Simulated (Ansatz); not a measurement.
# SnO (Romarchite): the cost of one run

Method: DFT PBE+D3(BJ), scalar-relativistic, plane waves, PAW, in Ansatz 0.2.0.

That is the level of the relaxation; later steps name their own.

## Step 1: Starting point

The structure is tetragonal, space group P4/nmm (No. 129). The conventional cell has a = 3.837 Å, b = 3.837 Å, c = 4.759 Å, α = 90.00°, β = 90.00°, γ = 90.00°. Around Sn (site symmetry 4mm) lie 4 O at 2.24 Å. Around O (site symmetry -4m2) lie 4 Sn at 2.24 Å.

Structure file:

```
Sn O
1.0
     3.83656    0.00000    0.00000
     0.00000    3.83656    0.00000
     0.00000    0.00000    4.75945
Sn O
2 2
Direct
  0.50000 0.00000 0.24347
  0.00000 0.50000 0.75653
  0.00000 0.00000 0.00000
  0.50000 0.50000 0.00000
```

This cell was relaxed beforehand with the same method: volume 17.51 Å³/atom, gap on the mesh none (metal).

## Step 2: Levels with PBE+D3(BJ)

File input.yaml:

```yaml
crystal:
  lattice:
    - [3.8365550881, 0.0, 0.0]
    - [0.0, 3.8365550881, 0.0]
    - [0.0, 0.0, 4.7594503779]
  atoms:
    - { symbol: Sn, position: [0.5, 0.0, 0.2434679922] }
    - { symbol: Sn, position: [0.0, 0.5, 0.7565320078] }
    - { symbol: O, position: [0.0, 0.0, 0.0] }
    - { symbol: O, position: [0.5, 0.5, 0.0] }
basis:
  ecutwfc: 420
kpoints:
  mp_grid: { grid: [12, 12, 10] }
  band_path:
    path:
      - [0.0, 0.0, 0.0]
      - [0.0, 0.5, 0.0]
      - [0.5, 0.5, 0.0]
      - [0.0, 0.0, 0.5]
      - [0.0, 0.5, 0.5]
      - [0.5, 0.5, 0.5]
      - [0.0, 0.08333333, 0.0]
    npoints: 1
hamiltonian:
  xc: pbe
  dispersion: d3bj
scf:
  occupations: { method: gaussian, width: 0.1 }
  n_extra_bands: 5
output:
  forces: true
  stress: true
  eigenvalues: true
  write_density: true
  write_potential: true
  elf: true
  volumetric_format: npy
```

On the command line:

```sh
ansatz run input.yaml --threads 2 --pin off --max-ram 5120MiB --backend cpu --events-out ev --progress --plain --runs-dir out
```

**Question.** How long does this run take on 2 threads of Arm Neoverse V1, shared host, and how much memory does it need?

About 12 s, with a peak of 0.48 GiB.
